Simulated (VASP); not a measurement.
Write the native input for VASP 6.6.1 that does the following.

* Task: electrostatic potential
* Functional: PBE
* Potentials or basis: VASP PAW PBE potentials, release 64 (Cu, Au)
* Cutoff: 520 eV
* k mesh: 12 × 12 × 12
* Occupations: methfessel-paxton, width 0.1 eV
* Spin: no spin polarisation
* Further INCAR settings: ALGO = Normal; EDIFF = 1e-06

The structure of Cu3Au lies in POSCAR:

```
Cu3Au                                   
1.0
    3.7835227171      0.0000000000     -0.0000000000
   -0.0000000000      3.7835227171     -0.0000000000
    0.0000000000     -0.0000000000      3.7835227171
  Cu              Au            
     3     1
Direct
     0.0000000000000000    0.5000000000000000    0.5000000000000000
     0.5000000000000000    0.0000000000000000    0.5000000000000000
     0.5000000000000000    0.5000000000000000    1.0000000000000000
     0.0000000000000000    0.0000000000000000    1.0000000000000000
```

The cell was built by a generator and needn't be a form met in nature.

One way to write it, as run:

INCAR

```
SYSTEM = Cu3Au
PREC = Accurate
ENCUT = 520
EDIFF = 1E-6
ISMEAR = 1
SIGMA = 0.1
LREAL = .FALSE.
LASPH = .TRUE.
NELM = 100
ALGO = Normal
ISIF = 2
LWAVE = .FALSE.
LCHARG = .TRUE.
GGA = PE
LVHAR = .TRUE.
```

KPOINTS

```
Automatic mesh
0
G
  12 12 12
  0 0 0
```

Potentials or basis: VASP PAW PBE potentials, release 64 (Cu, Au).

Run with:

```sh
$ cat potpaw_PBE.64/Cu/POTCAR potpaw_PBE.64/Au/POTCAR > POTCAR
$ mpirun -np 1 vasp_std > vasp.out
```

Results of the run:

```json
{
  "Pressure": "0.0 GPa",
  "Band gap on the k mesh": "none (metal or under the smearing width)"
}
```

It took 69 s on 1 thread of Intel(R) Xeon(R) Platinum 8375C CPU @ 2.90GHz (Ice Lake), with other jobs on the host, peak memory 0.23 GiB.
